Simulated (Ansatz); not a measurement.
HCl on a (100) slab of Cu (Fm-3m (No. 225)), 4 planes, outer planes Cu (top) and Cu (bottom), 1 a cell of 25.4 Å², relaxed and still whole (its atoms last):

```
Cu Cl H
1.0
     5.03937    0.00000    0.00000
     0.00000    5.03937    0.00000
     0.00000    0.00000   23.85626
Cu Cl H
16 1 1
Direct
  0.25000 0.25000 0.33534
  0.25000 0.75000 0.33534
  0.75000 0.25000 0.33534
  0.75000 0.75000 0.33534
  0.50000 0.50000 0.41003
  0.50000 0.00000 0.41003
  0.00000 0.50000 0.41003
  0.00000 0.00000 0.41003
  0.74905 0.74872 0.48621
  0.74880 0.25109 0.48633
  0.25087 0.74897 0.48637
  0.25109 0.25084 0.48622
  0.99946 0.00034 0.55983
  0.00107 0.50012 0.55974
  0.49986 0.99854 0.55971
  0.49826 0.50148 0.56200
  0.62578 0.36748 0.67528
  0.75955 0.23489 0.63587
```

All numbers below come from DFT PBE+D3(BJ), scalar-relativistic, plane waves, PAW (Ansatz). Plane waves to 420 eV, a k mesh through Γ of 4×4×1 on the computed 18-atom cell and Gaussian smearing (0.10 eV); no spin polarisation. The cell repeats along c with a dipole correction in the vacuum.

It binds with 0.39 eV a molecule against the clean slab and the free molecule (no zero-point or thermal terms); its shortest contact is H–Cu 2.48 Å. Take first-order desorption with no barrier to adsorption, no reaction on the face and an assumed prefactor of 10^13 s⁻¹.

(1) How long does a molecule stay at 473 K?

(2) Where does its peak lie in a desorption experiment heated at 5 K/s?

(3) Is this physisorption or chemisorption?

Answers

(1) τ = ν⁻¹·exp(E/k_BT) with k_BT = 0.0408 eV: E/k_BT = 9.6, so τ ≈ 1×10^-9 s. At about one hit a site a second (10⁻⁶ mbar) the coverage is near τ × 1 s⁻¹, so a layer needs roughly 7×10^2 mbar.

(2) The peak obeys E/(k_B·T_p²) = (ν/β)·exp(−E/k_BT_p). Solving gives T_p ≈ 151 K (E/k_BT_p = 29.9). An error of 0.1 eV in E moves it by about 39 K, and larger molecules have larger prefactors, which lowers it.

(3) The tightest contact, Cl–Cu 2.86 Å, is 1.22 times the sum of covalent radii, and deformation and lateral interaction add up to +0.02 eV; about 0.03 e cross the plane between them. It lies between the two: closer or more distorted than a van der Waals contact, longer than a covalent bond.